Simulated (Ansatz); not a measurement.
## Structure types of Mo compared at 31 GPa

Structure types of Mo are relaxed in primitive cells with their symmetry kept at 31 GPa, first on PAW files, then by LAPW. The enthalpy is E + pV at zero temperature, without zero-point motion. Only the types listed were tried, and differences under about 5 meV/atom are mesh noise. Not among the end structures: fcc, which may lie lower.

Computed with Ansatz 0.2.0; functional PBE, scalar-relativistic. Settings: Fermi–Dirac smearing of 0.05 eV, no spin polarisation. Methods: LAPW: all electrons, basis error target 0.5 meV/atom; PAW: frozen-core files, cutoff 420 eV.

k meshes: bcc 18×18×18, hcp 16×16×9, omega 9×9×12, diamond 13×13×13, beta tin 17×17×17.

```json
{"start type": "bcc", "ends as": "bcc, Im-3m", "a, b, c (Å)": "3.060, 3.060, 3.060", "V (Å³/atom)": "14.33", "H − H(lowest), LAPW (meV/atom)": "0.0"}
{"start type": "hcp", "ends as": "hcp, P6_3/mmc", "a, b, c (Å)": "2.674, 2.674, 4.675", "V (Å³/atom)": "14.48", "H − H(lowest), LAPW (meV/atom)": "479.9"}
{"start type": "omega", "ends as": "omega, P6/mmm", "a, b, c (Å)": "4.490, 4.490, 2.493", "V (Å³/atom)": "14.51", "H − H(lowest), LAPW (meV/atom)": "?"}
{"start type": "diamond", "ends as": "diamond, Fd-3m", "a, b, c (Å)": "5.329, 5.329, 5.329", "V (Å³/atom)": "18.92", "H − H(lowest), LAPW (meV/atom)": "?"}
{"start type": "beta tin", "ends as": "beta tin, I4_1/amd", "a, b, c (Å)": "4.856, 4.856, 2.544", "V (Å³/atom)": "15.00", "H − H(lowest), LAPW (meV/atom)": "999.8"}
```

Q: What belongs in the row "omega", column "H − H(lowest), LAPW (meV/atom)"?

A: 454.8.

Q: Give the missing entry: row "diamond", column "H − H(lowest), LAPW (meV/atom)".

A: 3325.8.

Q: Split the lead of bcc over omega into energy and pV.

A: For omega less bcc: ΔE = +419.4 meV/atom, and p·ΔV = 31 GPa × +0.1826 Å³ × 6.242 meV/(GPa·Å³) = +35.3 meV/atom, together 454.7 meV/atom. bcc wins on both counts.
